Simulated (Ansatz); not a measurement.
# Random alloy of the fcc Cu-Al line, x = 0.25 (128 atoms), relaxed: mesh and functional compared

Which bonds does the relaxation leave, and how do forces and pressure change with k-mesh and functional?

Calculated with Ansatz 0.2.0: Kohn-Sham DFT, PBE, PAW (set soft_2), plane waves; cutoff 420 eV, k-mesh 2×2×2, fermi-dirac smearing of 0.1 eV.

**The cell**

The cell holds 128 atoms: 96 Cu and 32 Al. Its edges and angles: a = 12.943 Å, b = 12.943 Å, c = 12.943 Å, α = 109.5°, β = 109.5°, γ = 109.5°. It derives from Cu (fcc Cu-Al) and Al. Fcc Cu-Al: 128 atoms, 32 of 128 Cu sites given to Al at random, cell and internal coordinates interpolated linearly between the end members (Vegard's rule); not relaxed, displaced by a Gaussian of 0.02 Å. Lattice constants are starting values near those of PBE.

Cell and atoms were relaxed with PBE. The walk converged after 3 steps by the program's count, with a largest force component of 0.0366 eV/Å; it began at an r.m.s. force component of 0.31 eV/Å. The edges went from 12.943, 12.943, 12.943 to 12.783, 12.810, 12.829 Å, and the volume from 13.039 to 12.651 Å³ an atom (-3.0 %).

The input of the reference single point:

```yaml
crystal:
  lattice:
    - [-7.3905, 7.39301, 7.35667]
    - [7.40281, -7.40404, 7.38001]
    - [7.41985, 7.43339, -7.3677]
  atoms:
    - { symbol: Cu, position: [0.49666, 0.00094, 0.99923] }
    - { symbol: Cu, position: [0.75437, 0.12539, 0.12471] }
    - { symbol: Cu, position: [0.62621, 0.25203, 0.12626] }
    - { symbol: Al, position: [0.63473, 0.13118, 0.2457] }
    [... 122 atom lines left out ...]
    - { symbol: Cu, position: [0.12112, 3.0e-05, 0.87213] }
    - { symbol: Cu, position: [0.12581, 0.87437, 0.00042] }
kpoints:
  mp_grid: { grid: [2, 2, 2] }
hamiltonian:
  xc: pbe
scf:
  occupations: { method: fermi_dirac, width: 0.1 }
output:
  forces: true
  stress: true
  populations: true
  dos:
    method: { smearing: { sigma: 0.08 } }
    de: 0.05
    projected: { site_lists: { Al: [Al], Cu: [Cu] } }
  eigenvalues: true
  write_density: true
  write_potential: true
  volumetric_format: npy
```

**Bonds after relaxation**

Neighbours by pair of elements; one cutoff, the widest of the pairs' first minima of g(r), serves all pairs of this metal:

| pair A-B | cutoff (Å) | bonds | mean length (Å) | spread (Å) | shortest (Å) | B about A | A about B |
| --- | --- | --- | --- | --- | --- | --- | --- |
| Cu-Cu | 3.18 | 428 | 2.62 | 0.031 | 2.54 | 8.92 | 8.92 |
| Cu-Al | 3.18 | 296 | 2.60 | 0.047 | 2.50 | 3.08 | 9.25 |
| Al-Al | 3.18 | 44 | 2.74 | 0.06 | 2.66 | 2.75 | 2.75 |

How many atoms have how many bonded neighbours:

| element | mean | 12 |
| --- | --- | --- |
| Al | 12 | 32 |
| Cu | 12 | 96 |

**Levels of theory**

Single points at the relaxed geometry:

```
functional  k-mesh  pressure (GPa)  r.m.s. force component (eV/Å)  SCF cycles  time
       PBE   2×2×2            0.03                          0.011          11  19 s
       PBE   3×3×3            0.06                          0.014          11  40 s
    r2SCAN   2×2×2           -5.03                          0.022          14  31 s
    PBEsol   2×2×2           -6.06                          0.036          11  18 s
```

Cutoffs: 420 eV for PBE and PBEsol; 500 eV for r2SCAN.

**Findings**

Every run has partly filled levels at the Fermi energy, as in a metal. Against the reference the pressure changes with r2SCAN by -5.1 GPa and PBEsol by -6.1 GPa; a negative change means a smaller volume than PBE would take. The denser mesh moves the energy by -0.6 meV/atom and the pressure by +0.03 GPa.

Limits: All single points share the geometry relaxed with PBE. One random arrangement of the atoms on their sites.

[Logs are printed without paths, hosts, clocks, repeated set-up lines and the standing remarks that a program may print on its own settings, such as how far it seeks lower states.]

[Hosts, paths, dates, database ids (printed as entryN), source tags and the programs' standing remarks are cut or masked in the printed files.]
